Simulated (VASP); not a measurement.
# Dielectric function of AlP, part 3 of 3

Aim: the dielectric function of AlP for independent particles, and its static limit with local fields. The cell is of the zinc-blende type, one of the forms listed for this formula. The start is a cell from a database of measured crystal structures.

VASP 6.6.1, plane waves and PAW; the level of theory is named at each step.

So far, mean electronic dielectric tensor with local fields: step 4 (static response with local fields) 8.11.

The database entry behind the starting cell differs from later determinations by our own check (0.1 to 0.3 % short, probably kX units), so it need not match the best structure at ambient conditions.

## (5) Spectrum at LDA

This step: LDA; plane waves and PAW (P, Al) (VASP 6.6.1).

The spectrum is made again with LDA.

The input, INCAR:

```
SYSTEM = AlP
PREC = Accurate
ENCUT = 400
EDIFF = 1E-07
NELM = 100
ISMEAR = 0
SIGMA = 0.05
LREAL = .FALSE.
ALGO = Normal
GGA = CA
NBANDS = 24
LWAVE = .FALSE.
LCHARG = .FALSE.
KPAR = 4
LOPTICS = .TRUE.
NEDOS = 2000
CSHIFT = 0.15
```

The input, POSCAR:

```
AlP
1.0
    0.0000000000      2.7255000000      2.7255000000
    2.7255000000      0.0000000000      2.7255000000
    2.7255000000      2.7255000000      0.0000000000
P Al
1 1
Direct
    0.7500000000      0.7500000000      0.7500000000
    0.0000000000      0.0000000000      0.0000000000
```

The input, KPOINTS:

```
Automatic mesh
0
Gamma
11 11 11
0 0 0
```

The projector-augmented-wave data sets are P and Al (PBE family, release 64).

On the command line:

```bash
$ mpirun -np 4 vasp_std
```

The program printed:

```text
[banner, memory and clock lines left out]
running    4 mpi-ranks, on    1 nodes
 distrk:  each k-point on    1 cores,    4 groups
 distr:  one band on    1 cores,    1 groups

 POSCAR found type information on POSCAR P Al
 POSCAR found :  2 types and       2 ions
|                                                                             |
|               ----> ADVICE to this user running VASP <----                  |
|                                                                             |
|     You enforced a specific xc type in the INCAR file but a different       |
|     [... a line on the potential file left out ...]
|     I HOPE YOU KNOW WHAT YOU ARE DOING!                                     |
|                                                                             |

 LDA part: xc-table for (Slater(with rela. corr.)+CA(PZ))
 , standard interpolation
 POSCAR, INCAR and KPOINTS ok, starting setup
 FFT: planning ... GRIDC
 FFT: planning ... GRID_SOFT
 FFT: planning ... GRID
 WAVECAR not read
 entering main loop
       N       E                     dE             d eps       ncg     rms          rms(c)
DAV:   1     0.101905424256E+02    0.10191E+02   -0.21889E+03  2688   0.199E+02
DAV:   2    -0.111777276250E+02   -0.21368E+02   -0.20521E+02  3536   0.569E+01
DAV:   3    -0.118252046677E+02   -0.64748E+00   -0.64456E+00  3456   0.824E+00
DAV:   4    -0.118301865504E+02   -0.49819E-02   -0.49814E-02  3176   0.821E-01
DAV:   5    -0.118302688075E+02   -0.82257E-04   -0.82256E-04  3528   0.971E-02    0.366E+00
DAV:   6    -0.114747382113E+02    0.35553E+00   -0.42779E-01  3264   0.139E+00    0.223E+00
DAV:   7    -0.114128320989E+02    0.61906E-01   -0.14254E-01  3432   0.869E-01    0.109E+00
DAV:   8    -0.114082758237E+02    0.45563E-02   -0.10233E-02  3176   0.276E-01    0.915E-02
DAV:   9    -0.114082376126E+02    0.38211E-04   -0.61879E-04  3352   0.713E-02    0.584E-02
DAV:  10    -0.114082386873E+02   -0.10748E-05   -0.24496E-05  3328   0.134E-02    0.289E-02
DAV:  11    -0.114082416488E+02   -0.29615E-05   -0.73590E-06  3328   0.758E-03    0.153E-02
DAV:  12    -0.114082413718E+02    0.27701E-06   -0.25997E-07  3320   0.154E-03    0.608E-03
DAV:  13    -0.114082413350E+02    0.36795E-07   -0.15053E-07  3312   0.946E-04
   1 F= -.11408241E+02 E0= -.11408241E+02  d E =-.238658E-11
 optical routines
 imaginary and real dielectric function
 recalculating local potential from charge density
 direction            1
 direction            2
 direction            3
```

Wall time 19 s (4 MPI ranks of AMD EPYC 7R43, shared host); peak memory 0.51 GiB.

From OUTCAR (step 5):

```text
   NELECT =       8.0000    total number of electrons

 E-fermi :   4.6753

 k-point     1 :       0.0000    0.0000    0.0000
  band No.  band energies     occupation
      1      -7.0738      2.00000
      2       4.4685      2.00000
      3       4.4685      2.00000
      4       4.4685      2.00000
      5       7.6367      0.00000
      6       8.9682      0.00000
      7       8.9682      0.00000
      8       8.9682      0.00000
      9      13.3376      0.00000
    ...

  Total       -0.0982378     -0.0982378     -0.0982378     -0.0000000     -0.0000000     -0.0000000
  in kB       -3.8870561     -3.8870561     -3.8870561     -0.0000000     -0.0000000     -0.0000000
  external PRESSURE =      -3.8870561 kB  Pullay stress =       0.0000000 kB

 POSITION                                       TOTAL-FORCE (eV/Angst)
 -----------------------------------------------------------------------------------
      4.08825      4.08825      4.08825         0.000000     -0.000000      0.000000
      0.00000      0.00000      0.00000        -0.000000      0.000000     -0.000000
 -----------------------------------------------------------------------------------
    total drift:                                0.000000      0.000000      0.000000

  FREE ENERGIE OF THE ION-ELECTRON SYSTEM (eV)
  ---------------------------------------------------
  free  energy   TOTEN  =       -11.4082413350 eV

  energy  without entropy=      -11.4082413350  energy(sigma->0) =      -11.40824134

 plasma frequency squared (from intraband transitions) (eV^2)
  --------------------------------------------------------------------------------------
       0.000       0.000      -0.000
       0.000       0.000       0.000
      -0.000       0.000       0.000

[... 8 parts as in an earlier step ...]

[... 8 further parts left out ...]
```

The PAW data sets were made with PBE, though LDA sets exist; this is a small mismatch.

This step gave:

| Property | Result |
| --- | --- |
| free energy (TOTEN) | -11.41 eV |
| Fermi energy | 4.675 eV |
| pressure | -0.3887 GPa |
| gap on the k-mesh | 1.488 eV |
| least direct gap on the k-mesh | 3.168 eV |

Absorption under the direct gap is the tail of the CSHIFT broadening, and fine structure depends on the mesh. The imaginary dielectric function, xx by photon energy; read off at these points:

```
photon energy (eV)  imaginary dielectric function, xx
              0.00                                  0
              0.50                             0.0560
              1.00                              0.121
              1.50                              0.211
              2.00                              0.353
              2.50                              0.636
              3.00                               1.53
              3.50                               7.43
              4.00                               20.2
              4.36                               26.5
              4.50                               24.6
              5.00                               17.8
              5.50                               16.9
              6.00                               8.10
              6.50                               6.61
              7.00                               5.04
              7.50                               4.43
              8.00                               3.28
              8.50                               2.23
              9.00                               2.17
              9.50                               1.38
             10.00                               1.55
             10.50                              0.943
             11.00                              0.829
             11.50                              0.585
             12.00                              0.623
             12.50                              0.485
             13.00                              0.365
             13.50                              0.312
             14.00                              0.375
             14.50                              0.302
             15.00                              0.267
             15.50                              0.215
             16.00                              0.235
             16.50                              0.181
             17.00                              0.204
             17.50                              0.153
             18.00                              0.111
             18.50                              0.105
             19.00                              0.109
             19.50                             0.0936
             20.00                             0.0727
             20.50                             0.0768
             21.00                             0.0694
             21.50                             0.0624
             22.00                             0.0693
             22.50                             0.0624
             23.00                             0.0481
             23.50                             0.0470
             24.00                             0.0458
             24.50                             0.0419
```

Real dielectric function, xx against photon energy:

```
photon energy (eV)  real dielectric function, xx
               0.0                          9.13
               0.5                          9.23
               1.0                          9.52
               1.5                          10.1
               2.0                          11.0
               2.5                          12.5
               3.0                          15.6
               3.5                          20.9
               4.0                          20.5
               4.5                          2.63
               5.0                         -2.66
               5.5                         -4.17
               6.0                         -6.27
               6.5                         -6.33
               7.0                         -4.12
               7.5                         -4.20
               8.0                         -4.51
               8.5                         -3.35
               9.0                         -2.70
               9.5                         -2.69
              10.0                         -1.95
              10.5                         -2.06
              11.0                         -1.49
              11.5                         -1.29
              12.0                         -1.16
              12.5                        -0.912
              13.0                        -0.724
              13.5                        -0.562
              14.0                        -0.435
              14.5                        -0.367
              15.0                        -0.269
              15.5                        -0.166
              16.0                       -0.0946
              16.5                       -0.0310
              17.0                       0.00386
              17.5                        0.0607
              18.0                         0.114
              18.5                         0.187
              19.0                         0.236
              19.5                         0.268
              20.0                         0.308
              20.5                         0.348
              21.0                         0.382
              21.5                         0.409
              22.0                         0.453
              22.5                         0.452
              23.0                         0.483
              23.5                         0.511
              24.0                         0.532
              24.5                         0.550
```

## (6) Results

* PBE, independent particles: eps xx at zero frequency 8.75, centre of weight of eps2 xx, over the range kept, at 5.92 eV, mesh 11×11×11
* LDA, independent particles: eps xx at zero frequency 9.13, centre of weight of eps2 xx, over the range kept, at 5.80 eV, mesh 11×11×11
* PBE, with local fields: eps 8.11, 8.11, 8.11

In words: Local fields, and the bands above those summed, take the mean static value from 8.75 to 8.11. Excitons and quasiparticle shifts are absent, so the onset tends to lie too low and its shape can differ.

[Lines on the potential files, build, host, timing and source positions are cut from VASP's logs without a mark.]

[Logs are printed without paths, hosts, clocks, repeated set-up lines and the standing remarks that a program may print on its own settings, such as how far it seeks lower states.]

[Hosts, paths, dates, database ids (printed as entryN), source tags and the programs' standing remarks are cut or masked in the printed files.]
